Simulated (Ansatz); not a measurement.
System: wurtzite BeO. Method: r²SCAN (plane waves, PAW; Ansatz, a program for electronic structure).

Numerical settings: plane-wave cutoff 560 eV, 18×18×8 k mesh (along the axes of the cell as run), Fermi–Dirac smearing 0.01 eV, scalar-relativistic PAW data made under PBE.

Shape and atoms are relaxed at each volume.

Pressure at four volumes; x = ln(V/6.848 Å³). One pressure is withheld.

```tsv
V (Å³/atom)	x	P (GPa)
6.574	-0.0408	?
6.711	-0.0202	4.73
6.848	0.0000	0.00
7.122	0.0392	-8.21
```

Task: Pass a parabola P(x) through the three rows shown, estimate the bulk modulus and its pressure derivative near zero pressure, and predict the withheld pressure.

Result: Slopes between the rows: (0.00 − (4.73))/(0.0000 − (-0.0202)) = -234.16 and (-8.21 − (0.00))/(0.0392 − (0.0000)) = -209.44 GPa. Their difference over the span 0.0594 is c = 24.72/0.0594 = 416.2 GPa, so P(x) = 4.73 + (-234.16)(x − (-0.0202)) + 416.2 (x − (-0.0202))(x − (0.0000)). At the middle row B = −dP/dx = −[-234.16 + 416.2 × 0.0202] = 225.8 GPa, and B′ = dB/dP = 2c/B = 3.7. At x = -0.0408 the parabola gives 9.90 GPa; the run gives 9.93 GPa. The Birch–Murnaghan fit to the energies at all volumes has B0 = 225 GPa and B′ = 3.7.

Measured, for comparison: bulk modulus 212 GPa (room temperature, not corrected to a static lattice, K' fixed at 4, our sources range from 212 to 224; as tabulated in High-pressure and high-temperature crystal chemistry of beryllium oxide (Scilit …). Computed (rounded) less measured: bulk modulus +6 % (+0.4 % to +6 % over the range). A static lattice is as a rule a little smaller and stiffer than an uncorrected measurement, which narrows the difference in the bulk modulus and would widen misses of the other sign.

Note: the bulk modulus comes from volumes at which shape and atoms were relaxed.
